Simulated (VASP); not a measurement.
CaO (strained rocksalt): one PBE single-point calculation in two programs

```xyz
2
Lattice="0.0000 2.4695 2.4695 2.4695 0.0000 2.4695 2.4695 2.4695 0.0000" Properties=species:S:1:pos:R:3 pbc="T T T"
Ca    0.0000    0.0000    0.0000
O     2.4695    2.4695    2.4695
```

Datasets and cutoffs are each program's own. VASP's cell holds 16 valence electrons and Ansatz's 16. Ansatz's stress includes a Pulay correction; VASP's doesn't.

Cutoffs: 520 eV in VASP, 420 eV in Ansatz. k meshes: 10×10×10 and 10×10×10.

```csv
,VASP,Ansatz
gap between bands v and c,3.64 eV,3.66 eV
least direct gap,4.03 eV,4.04 eV
pressure,-5.7 GPa,-6.1 GPa
```

Band v is the last that the valence electrons fill when counted band by band, and c is the next. Levels in eV from the top of v, Ansatz:

```tsv
point	v−1	v	c	c+1
Γ	0.00	0.00	4.10	6.03
X	-0.38	-0.38	3.66	7.46
K	-1.20	-0.72	5.00	7.57
L	-1.04	-1.04	6.68	7.89
W	-1.04	-1.04	6.06	6.06
```

VASP:

| point | v−1 | v | c | c+1 |
| --- | --- | --- | --- | --- |
| Γ | 0.00 | 0.00 | 4.08 | 6.02 |
| X | -0.39 | -0.39 | 3.64 | 7.46 |
| K | -1.21 | -0.72 | 4.99 | 7.57 |
| L | -1.05 | -1.05 | 6.67 | 7.89 |
| W | -1.05 | -1.05 | 6.06 | 6.06 |
